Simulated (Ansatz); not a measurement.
# MoS2 (R3m) in Ansatz: notebook, part 2 of 2

Ansatz 0.2.0. The steps go on from the part before.

**3. Relaxation of cell and atoms, RPBE**

Input file input.yaml:

```yaml
crystal:
  lattice:
    - [1.58, 0.9122134253, 6.15]
    - [-1.58, 0.9122134253, 6.15]
    - [0.0, -1.8244268506, 6.15]
  atoms:
    - { symbol: Mo, position: [0.0, 0.0, 0.0] }
    - { symbol: S, position: [0.417, 0.417, 0.417] }
    - { symbol: S, position: [0.25, 0.25, 0.25] }
hamiltonian:
  xc: rpbe
  pseudopotentials: { kind: paw }
kpoints:
  mp_grid: { grid: [10, 10, 10] }
scf:
  occupations: { method: fermi_dirac, width: 0.05 }
output:
  forces: true
  stress: true
  eigenvalues: true
relax:
  f_tol: 0.01
  max_steps: 40
  cell: { stress_tol: 0.05 }
```

Potentials or basis: Ansatz PAW.

Run with:

```
$ ansatz run input.yaml --threads 2 --pin off --max-ram 5632MiB --backend cpu --events-out ev --progress --plain --runs-dir out
```

Output:

```text
Warning: RAYON_NUM_THREADS=2 ignored (pool sized by the plan → 2); use --threads N
basis.fft_grid_basis auto: the FFT boxes are laid along the combinations [[1, 0, -1], [0, 1, -1], [0, 0, 1]] of the cell's own vectors, 3.160, 3.160 and 6.415 Å long. The dense box has 24×24×45 points. Along the cell's own vectors, as sized, it would have 45×45×45, 3.52 times as many. Of the 6 symmetry operations that the crystal satisfies within crystal.symmetry.tolerance (time reversal apart; of a slab, those that keep its plane) the dense box along the cell's own vectors carries 6, and the one as laid loses 4 of those. basis.fft_grid_basis: typed keeps the cell's own vectors: state it where this run's energies or levels are differenced outside the engine with another run's, or held beside a run that keeps those vectors.
Engine: ansatz 0.2.0, x86_64-unknown-linux-gnu
Pseudopotentials: kind: paw
Pseudopotential: Mo, paw, valence charge 14, recommended cutoff 420 eV (normal), Mo.paw.azcp
Pseudopotential: S, paw, valence charge 6, recommended cutoff 420 eV (normal), S.paw.azcp
Functional definition: RPBE
  parameter kappa = 0.804
  parameter beta = 0.06672455060314922
  exchange = rpbe_x(kappa = kappa, mu = beta*pi^2/3)
  correlation = pbe_c(beta = beta)
Crystal: 3 atoms, lattice volume = 53.184 Å³
Basis set: ecut = 420 eV, 1011 PW (Γ), FFT grids on a1−a3, a2−a3, a3, exchange–correlation on 48×48×90 points (8 copies of the dense FFT grid, shifted against one another)
Bands: 17, of which v1, the nominal top of the filled ones, is band 13 counted from 1 (12 counted from 0)
Symmetry: 6 space group operations
Space group: R3m (ITA 160), of the structure as read, at distance tolerance 3.8e-5 Å
k-points: 116 of 1000 (time reversal used)
Non-local potential: Mo, projectors of the file, l = 0: 3, l = 1: 2, l = 2: 2, l = 3: 1
Non-local potential: S, projectors of the file, l = 0: 2, l = 1: 2, l = 2: 2
PAW form: soft (Blöchl's): semilocal exchange-correlation on the pseudo side does not see the compensation charge
PAW frozen core: Mo, regenerated for the run's functional, and the local potential with it (the file was generated under x = pbe(κ = 0.804, μ = 0.2195149727645171), c = pbe(β = 0.06672455060314922))
PAW frozen core: S, regenerated for the run's functional, and the local potential with it (the file was generated under x = pbe(κ = 0.804, μ = 0.2195149727645171), c = pbe(β = 0.06672455060314922))
PAW one-centre angular grid: Mo, 590 points (default); XC on 64 Gauss nodes
PAW one-centre angular grid: S, 110 points (default); XC on 64 Gauss nodes
Initial density: superposition of atomic densities (neutral atoms: chi_scale 0, normalization atom), corrected by the library's trained network
Initial wavefunctions: pseudopotential atomic-orbital guess
Functional: x = rpbe, c = pbe(β = 0.06672455060314922)
SCF iter   1: F=—  HF=-6776.532752 eV  |F-HF|=—  |Δ(HF+E_count)|=         —  Δρ=6.02e-3  dr2=5.50e-3  ethr=1.77e-3  ⟨swp⟩=6.0  Hψ=11027  notcnv=0
preconditioner: auto → none  [insulator: Δε(μ)=1.004 eV  Ē_g=8.253 eV  σ=0.050 eV  W_gap=1.00  n_scr=16 (ndim 8)  ℏωp=21.6 eV  f_vac=0.016  D(μ)=0.00/eV (n_scr^D=0)  ε∞_Penn≈7.9]
SCF iter   2: F=—  HF=-6776.538718 eV  |F-HF|=—  |Δ(HF+E_count)|=   5.97e-3  Δρ=3.38e-3  dr2=3.68e-3  ethr=2.12e-5  ⟨swp⟩=2.0  Hψ=4077  notcnv=0
[... 177 lines left out ...]
Free energy (F): -6776.727263 eV
Harris-Foulkes:  -6776.727263 eV  (|F-HF|=2.00e-11)
Internal energy: -6776.727263 eV  (E = F + TS)
E sigma→0 (E₀):  -6776.727263 eV
Entropy (-TS):   -0.000000 eV (-0.000 meV/atom)
Fermi energy:    7.112367 eV
--- Per-component energies (eV) ---
  E_band       = -259.188325
  E_kinetic    = 653.340508
  E_local      = -3423.392329  (includes V_loc(G=0)·N_el)
  E_nonlocal   = 197.148884
  E_hartree    = 1434.476822
  E_xc         = -378.179172
  E_vxc        = -403.552499  (∫ρ·V_xc dr)
  E_paw        = -4414.575011  (= ΣΔE_a)
  E_vpaw       = -151.686527  (= ΣTr[D̂ρ^β])
  E_aug_tail   = 0.000049  (compensation charges beyond the density's cutoff)
  E_ewald      = -845.382795
  E_core_change = -0.164219  (= ΣΔE_core)
  E_smearing   = -0.000000  (= −TS)
  E_closure    = 0.000000  (closes the sum)
  Σ components = -6776.727263   (vs F -6776.727263, Δ=0.00e0)
--- Forces (eV/Å), atoms counted from 1 ---
  atom   1  Mo     0.00000000    -0.00000000    -0.00017128
  atom   2  S     -0.00000000    -0.00000000    -0.00024473
  atom   3  S      0.00000000    -0.00000000     0.00041743
  max |Σ_I F_I| component: 1.42e-6 eV/Å
--- Stress (GPa, compression-positive) ---
       -0.013062       0.000000       0.000000
        0.000000      -0.013062       0.000000
        0.000000       0.000000       0.042578
  P = ⅓ Tr σ = 0.0055 GPa (0.055 kbar)
--- Band table (eV; the first three rows and the last of 116) ---
  k-point 0: bands = ["-54.6860", "-28.7990", "-28.6253", "-28.6253", "-7.7579", "-6.4703", "0.7046", "3.6303", "3.6303", "4.6752", "4.7076", "4.7076", "6.1878", "8.9191", "8.9191", "9.1613", "9.1613"]
  k-point 1: bands = ["-54.6829", "-28.7926", "-28.6582", "-28.6328", "-7.6175", "-6.4130", "0.8653", "3.3207", "3.7767", "3.9485", "4.4877", "5.1939", "6.1238", "8.7774", "8.7867", "9.0066", "9.1612"]
  k-point 2: bands = ["-54.6746", "-28.7758", "-28.7437", "-28.6524", "-7.2288", "-6.2548", "1.2251", "2.6860", "3.1574", "4.0100", "4.1707", "5.1545", "5.7933", "8.3512", "8.6800", "8.9021", "9.6664"]
  k-point 115: bands = ["-54.6860", "-28.7990", "-28.6253", "-28.6253", "-7.7528", "-6.4801", "0.7678", "3.6302", "3.6302", "4.4048", "4.7079", "4.7079", "6.3904", "8.9205", "8.9205", "9.1592", "9.1592"]
--- Relaxed structure (11 steps of the walk, 11 accepted, 2 SCFs on fresh bases) ---
  F+E_penalty+E_count = -6776.72726326 eV   max|allowed force component| = 4.170e-4 eV/Å   (the final SCF, on the basis selected at the relaxed cell)
  cell:  # Å, volume = 71.7264 Å³
    - [1.6050179980616204, 0.9266575732350704, 8.037638254906586]
    - [-1.6050179980616204, 0.9266575732350704, 8.037638254906586]
    - [-3.808874746551573e-33, -1.8533151464701405, 8.037638254906586]
  atoms:
    - { symbol: Mo, position: [0.0001112127997241013, 0.0001112127997241013, 0.00011121279972410128] }
    - { symbol: S, position: [0.3983029149738805, 0.3983029149738805, 0.39830291497388054] }
    - { symbol: S, position: [0.26858587222639546, 0.26858587222639546, 0.2685858722263955] }
```

Wall time 70 s (2 threads of AMD EPYC 7R43 (Zen 3), shared host); peak memory 0.55 GiB.

Results:

| Item | Value |
| --- | --- |
| Free energy | -6776.7273 eV |
| Relaxed volume | 23.91 Å³/atom |
| Relaxed cell | a = 8.249 Å, b = 8.249 Å, c = 8.249 Å, α = 22.44°, β = 22.44°, γ = 22.44° |
| Space group after relaxing (to 0.05 Å) | R3m (No. 160) |
| Energy gained by relaxing | 61.9 meV/atom |
| Ionic steps | 13 |
| Pressure after relaxing | 0.0 GPa |
| Band gap on the k mesh | 1.56 eV, indirect (least direct gap 1.85 eV) |

The path:
```
step  energy change (eV)  largest force (eV/Å)  volume (Å³)
   1              0.0000                0.5936        53.18
   2             -0.1027                0.1650        58.70
   3             -0.1421                0.0240        60.61
   4             -0.1607                0.0488        62.88
   5             -0.1646                0.0258        65.37
   6             -0.1650                0.0020        64.85
   7             -0.1744                0.0003        64.85
   8             -0.1795                0.0031        66.55
   9             -0.1832                0.0768        69.13
  10             -0.1842                0.0025        70.57
  11             -0.1841                0.0320        71.76
  12             -0.1842                0.0005        71.73
  13             -0.1857                0.0004        71.73
```

Final structure:
```
Mo S
1.0
     1.60502    0.92666    8.03764
    -1.60502    0.92666    8.03764
     0.00000   -1.85332    8.03764
Mo S
1 2
Direct
  0.00011 0.00011 0.00011
  0.39830 0.39830 0.39830
  0.26859 0.26859 0.26859
```

Caveat: the volume moved by over 15 % at a fixed basis, so the end points are rough; the plane-wave basis is chosen anew once the cell has moved, so the energies of steps on either side of that aren't comparable; the PAW data sets come from PBE, with cores solved anew for the run's functional, which leaves a small shift of forces and pressure. Zero-point motion and thermal expansion aren't in these numbers.

**4. Relaxation of cell and atoms, revPBE**

input.yaml, as its differences from that of step 3:

```diff
@@ -10,3 +10,3 @@
 hamiltonian:
-  xc: rpbe
+  xc: revpbe
   pseudopotentials: { kind: paw }
```

Run with:

```
$ ansatz run input.yaml --threads 2 --pin off --max-ram 5632MiB --backend cpu --events-out ev --progress --plain --runs-dir out
```

Wall time 2 min (2 threads of AMD EPYC 7R43 (Zen 3), shared host); peak memory 0.56 GiB.

It converged, with:

| Item | Value |
| --- | --- |
| Free energy | -6772.7669 eV |
| Relaxed volume | 25.99 Å³/atom |
| Relaxed cell | a = 8.965 Å, b = 8.965 Å, c = 8.965 Å, α = 20.58°, β = 20.58°, γ = 20.58° |
| Space group after relaxing (to 0.05 Å) | R3m (No. 160) |
| Energy gained by relaxing | 55.3 meV/atom |
| Ionic steps | 21 |
| Pressure after relaxing | 0.0 GPa |
| Band gap on the k mesh | 1.65 eV, indirect (least direct gap 1.87 eV) |

Step by step:
```tsv
step	energy change (eV)	largest force (eV/Å)	volume (Å³)
1	0.0000	0.5712	53.18
2	-0.0854	0.1403	58.31
3	-0.1184	0.0201	60.03
4	-0.1359	0.0360	62.33
5	-0.1406	0.0137	64.54
6	-0.1406	0.0099	64.67
7	-0.1407	0.0002	64.62
8	-0.1503	0.0023	64.62
9	-0.1558	0.0030	66.44
10	-0.1606	0.0170	69.16
11	-0.1621	0.0173	70.90
12	-0.1619	0.0668	72.80
13	-0.1622	0.0006	72.69
14	-0.1623	0.0010	72.49
15	-0.1644	0.0010	72.49
16	-0.1649	0.0075	73.74
17	-0.1651	0.0545	76.38
18	-0.1653	0.0127	76.76
19	-0.1652	0.0075	77.82
20	-0.1652	0.0004	77.96
21	-0.1659	0.0004	77.96
```

Final structure:
```yaml
crystal:
  lattice:
    - [1.60167, 0.92472, 8.77229]
    - [-1.60167, 0.92472, 8.77229]
    - [0.00000, -1.84945, 8.77229]
  atoms:
    - { symbol: Mo, position: [0.00011, 0.00011, 0.00011] }
    - { symbol: S, position: [0.39286, 0.39286, 0.39286] }
    - { symbol: S, position: [0.27403, 0.27403, 0.27403] }
```

Levels at points of the mesh, in eV from the valence-band top:
```tsv
k point	band 9	band 10	band 11	band 12	band 13	band 14	band 15	band 16	band 17
(0.00, 0.00, 0.00)	-2.69	-1.75	-1.61	-1.61	-0.09	2.61	2.61	2.86	2.86
(0.00, 0.00, -0.50)	-4.10	-3.23	-1.92	-1.11	-0.71	2.08	2.59	3.76	4.14
(0.00, -0.50, -0.50)	-4.10	-3.23	-1.93	-1.11	-0.70	2.08	2.60	3.73	4.15
(-0.50, -0.50, -0.50)	-2.69	-1.85	-1.61	-1.61	0.00	2.61	2.61	2.86	2.86
```

Caveat: the volume moved by over 15 % at a fixed basis, so the end points are rough; the plane-wave basis is chosen anew once the cell has moved, so the energies of steps on either side of that aren't comparable; the PAW data sets come from PBE, with cores solved anew for the run's functional, which leaves a small shift of forces and pressure. A k mesh can miss the band edges.

**5. Summary**

```csv
level,gap on the mesh (eV),pressure (GPa),relaxed volume (Å³/atom)
PBEsol,1.02,0.0,17.91
RPBE,1.56,0.0,23.91
revPBE,1.65,0.0,25.99
```

Alike in all rows: task relaxation of cell and atoms; potentials or basis Ansatz PAW; no spin polarisation; cell relaxed; k mesh 10 × 10 × 10; cutoff (eV) 420; smearing fermi-dirac 0.05 eV.

Caveats: the plane-wave basis is chosen anew once the cell has moved, so the energies of steps on either side of that aren't comparable; the PAW data sets come from PBE, with cores solved anew for the run's functional, which leaves a small shift of forces and pressure; the volume moved by over 15 % at a fixed basis, so the end points are rough (some runs).

Total energies depend on the potentials used, so only differences within one code and one set of settings carry meaning.
